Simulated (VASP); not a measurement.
# CdSe: relaxation of cell and atoms with PBEsol

Crystal: CdSe.

```xyz
2
Lattice="0.0000 3.0703 3.0703 3.0703 0.0000 3.0703 3.0703 3.0703 0.0000" Properties=species:S:1:pos:R:3 pbc="T T T"
Cd    0.0000    0.0000    0.0000
Se    4.6054    4.6054    4.6054
```

Measurements of this composition are mostly on another form, of space group No. 186.

| Quantity | Value |
| --- | --- |
| Program | VASP 6.6.1 |
| Task | relaxation of cell and atoms |
| Functional | PBEsol |
| Potentials or basis | VASP PAW PBE potentials, release 64 (Cd, Se) |
| Cutoff | 600 eV |
| k mesh | 8 × 8 × 8 |
| Occupations | gaussian, width 0.03 eV |
| Spin | no spin polarisation |
| Further INCAR settings | ALGO = Normal; EDIFF = 1e-06; IBRION = 2; EDIFFG = -0.01; NSW = 90; ISIF = 3 |

```yaml
Relaxed_volume: 28.27 Å³/atom
Relaxed_cell: a = 4.308 Å, b = 4.308 Å, c = 4.308 Å, α = 60.00°, β = 60.00°, γ = 60.00°
Space_group_after_relaxing_to_0.05_Å: F-43m (No. 216)
Energy_gained_by_relaxing: 2.5 meV/atom
Ionic_steps: 3
Pressure_after_relaxing: 0.0 GPa
Band_gap_on_the_k_mesh: 0.47 eV, direct
```

Step by step:
```tsv
step	energy change (eV)	largest force (eV/Å)	pressure (GPa)	volume (Å³)
1	0.0000	0.0000	-1.15	57.88
2	-0.0045	0.0000	0.33	56.16
3	-0.0049	0.0000	0.02	56.53
```

Final structure:
```
Cd Se
1.0
     0.00000    3.04621    3.04621
     3.04621    0.00000    3.04621
     3.04621    3.04621    0.00000
Cd Se
1 1
Direct
  0.00000 0.00000 0.00000
  0.75000 0.75000 0.75000
```

Levels at points of the mesh, in eV from the valence-band top:
```
           k point  band 7  band 8  band 9  band 10  band 11  band 12
(0.00, 0.00, 0.00)    0.00    0.00    0.00     0.47     5.85     5.85
(0.50, 0.00, 0.00)   -4.42   -0.75   -0.75     2.28     6.36     6.36
(0.50, 0.50, 0.00)   -4.11   -1.86   -1.86     3.01     3.67     8.96
```

Wall time 20 s on 4 MPI ranks on Intel(R) Xeon(R) Platinum 8488C (Sapphire Rapids), on a shared host, peak memory 0.22 GiB a rank.

Caveat: the PAW data sets were made with another functional, which shifts forces and pressure a little. PBEsol gaps usually lie below the measured ones, often by a third to a half.
